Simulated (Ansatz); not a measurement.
# A film clamped to a substrate in BaTiO$_{3}$

The calculation used DFT PBE, scalar-relativistic, plane waves, PAW in Ansatz 0.2.0. The runs took a 420 eV cutoff, a Γ-centred 8×8×6 mesh and Gaussian smearing (0.05 eV). No spin polarisation. Energies are free energies at this smearing, counted from the undisturbed cell; pressure is positive in compression.

The undisturbed cell (relaxed at this level; it needn't be the usual structure):

```
Ba Ti O
1.0
     3.98535    0.00000    0.00000
     0.00000    3.98535    0.00000
     0.00000    0.00000    4.20181
Ba Ti O
1 1 3
Direct
  0.00000 0.00000 0.98632
  0.50000 0.50000 0.46908
  0.50000 0.50000 0.03785
  0.50000 0.00000 0.51738
  0.00000 0.50000 0.51738
```

The cell (5 atoms, V0 = 66.74 Å³) is strained by p along both x and y and by q along z, fractional coordinates fixed. τp = (1/V0) ∂E/∂p = (σxx + σyy)(1 + p)(1 + q) and τq = (1/V0) ∂E/∂q = σzz(1 + p)², with tension positive.

```
     p q  ΔE (meV/atom)  τp (GPa)  τq (GPa)
 0.000   0.000           0.00      0.01     -0.01
-0.015   0.000           7.34    -12.08     -2.99
 0.015   0.000           6.65     10.37      2.81
 0.000  -0.015           2.60     -2.96     -4.26
 0.000   0.015           2.32      2.84      3.64
```

Q: Get the second derivatives of the energy density.

A: Central differences give A = ∂τp/∂p = 748 GPa (C11 + C22 + 2 C12), C = ∂τq/∂q = 263 GPa (C33) and the cross term B = ∂τq/∂p = 193 GPa (C13 + C23); ∂τp/∂q = 193 GPa must equal B, and any difference shows higher-order terms. The ions are clamped.

Q: A film of this crystal grows with z along the normal on a substrate that imposes p. How does its thickness respond, and what does the misfit cost?

A: Count p and q from the stress-free cell. A free surface needs τq = 0, so q = −(B/C) p = -0.73 p. The energy density left is (A − B²/C) p²/2 = M p², with the biaxial modulus M = 303 GPa; a misfit of 1 % costs 2.53 meV/atom, against 3.12 meV/atom if the thickness were held.

At p = 0.030 the energies along q are 21.9 (q = -0.030), 20.9 (q = -0.015), 25.3 (q = 0.000), 34.3 (q = 0.015), 47.2 (q = 0.030) meV/atom.

Q: Does the linear rule hold at this misfit?

A: A parabola through the lowest point and its neighbours has its minimum at q = -0.020, 20.6 meV/atom. With the stress left in the starting cell, τp0 and τq0, linear elasticity gives q = −(τq0 + Bp)/C = -0.022 and E = V0(τp0 p + τq0 q + Ap²/2 + Bpq + Cq²/2)/N = 22.8 meV/atom. The two agree within a tenth in energy.

Forces appear on the atoms along this scan, and letting them relax would lower the energy and soften the response.

Cost: 25 runs of about 4 core-minutes in all, on Arm Neoverse V2 (shared hosts).

The in-plane stretch costs less than linear elasticity predicts, 20.6 against 22.8 meV/atom at the larger misfit. Residual stress is far too small to explain this. The cause is anharmonicity: bonds resist compression more than extension, as the unequal stresses at ±0.015 already show. A compressive misfit of the same size should therefore cost more than the linear estimate. The thinning of the film reflects the usual Poisson coupling, which recovers part of the in-plane strain energy.

The starting cell is polar, with Ti displaced along z towards one apical oxygen, leaving one short and one long Ti–O contact. Its elongation is well above that of tetragonal BaTiO3 at room temperature, a known tendency of PBE, which overstates the coupling between polar distortion and strain. The weak long contact probably lowers the stiffness along z, so the thickness response may not carry over quantitatively to the real crystal. Nor does the scan test whether tensile misfit would turn the polarisation into the plane, as is well known for BaTiO3 films.
